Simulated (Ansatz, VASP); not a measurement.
## CoH4: VASP beside Ansatz

INCAR

```
SYSTEM = CoH4
  PREC = Accurate
  ENCUT = 600
  EDIFF = 1E-6
  ISMEAR = 0
  SIGMA = 0.1
  LREAL = .FALSE.
  LASPH = .TRUE.
  NELM = 150
  ALGO = Normal
  ISIF = 3
  LWAVE = .FALSE.
  LCHARG = .FALSE.
  ISPIN = 2
  MAGMOM = 3 0 0 0 0
  LORBIT = 11
  LMAXMIX = 4
  GGA = PE
  IBRION = 2
  NSW = 90
  EDIFFG = -0.04
```

KPOINTS

```
Automatic mesh
0
G
  6 6 6
  0 0 0
```

Contents of POSCAR:

```
CoH4
1.0
    2.8770455700      0.0000000000      0.0000000000
   -1.4385227900      2.4915945500      0.0000000000
    0.0000000000      0.0000000000      3.6147193500
Co H
1 4
Direct
    0.0000000000      0.0000000000      0.5000000000
    0.5000000000      0.0000000000      0.0000000000
    0.0000000000      0.5000000000      0.0000000000
    0.5000000000      0.5000000000      0.0000000000
    0.0000000000      0.0000000000      0.0000000000
```

Input for Ansatz:

```yaml
crystal:
  lattice:
    - [2.87704557, 0.0, 0.0]
    - [-1.43852279, 2.49159455, 0.0]
    - [0.0, 0.0, 3.61471935]
  atoms:
    - { symbol: Co, position: [0.0, 0.0, 0.5], spin: 3.0 }
    - { symbol: H, position: [0.5, 0.0, 0.0] }
    - { symbol: H, position: [0.0, 0.5, 0.0] }
    - { symbol: H, position: [0.5, 0.5, 0.0] }
    - { symbol: H, position: [0.0, 0.0, 0.0] }
basis:
  ecutwfc: 420
kpoints:
  mp_grid: { grid: [6, 6, 6] }
hamiltonian:
  xc: pbe
scf:
  occupations: { method: gaussian, width: 0.1 }
  lower_state_search: "off"
output:
  forces: true
  stress: true
  eigenvalues: true
  populations: true
magnetization:
  spin_polarized: true
relax:
  adjacent_minimum: "off"
  f_tol: 0.04
  max_steps: 70
  cell: { stress_tol: 0.4 }
```

Alike in both runs: task relaxation of cell and atoms; functional PBE; k mesh 6 × 6 × 6; occupations gaussian, width 0.1 eV; collinear spin.

|  | VASP | Ansatz |
| --- | --- | --- |
| version | VASP 6.6.1 | Ansatz 0.2.0 |
| potentials or method | VASP PAW PBE potentials, release 64 (Co, H) | scalar-relativistic, plane waves, PAW |
| plane-wave cutoff (eV) | 600 | 420 |
| valence electrons in the cell | 13 | 21 |

VASP gave:

| Property | Result |
| --- | --- |
| gap on the k mesh at the Fermi level, each at its own relaxed structure (eV) | none |
| net moment per atom (μB) | 0.12 |
| size of the moment on the site where the two differ most (μB) | 0.61 |
| relaxed volume (Å³/atom) | 4.67 |
| relaxed cell length with the largest relative difference (Å) | 3.155 |
| energy change over the relaxation (meV/atom) | -51 |

Q: Estimate Ansatz's values.

A: gap on the k mesh at the Fermi level, each at its own relaxed structure (eV): none; net moment per atom (μB): 0.12; size of the moment on the site where the two differ most (μB): 0.54; relaxed volume (Å³/atom): 4.71; relaxed cell length with the largest relative difference (Å): 3.126; energy change over the relaxation (meV/atom): -52.

Site moments also hang on the region over which each program counts them. A gap of «none» marks a metal or a gap that the smearing closes. The two sets of potentials don't hold the same shells in valence.

Caveats: the k mesh is coarse (spacing up to 0.42 Å⁻¹), so the values aren't converged.
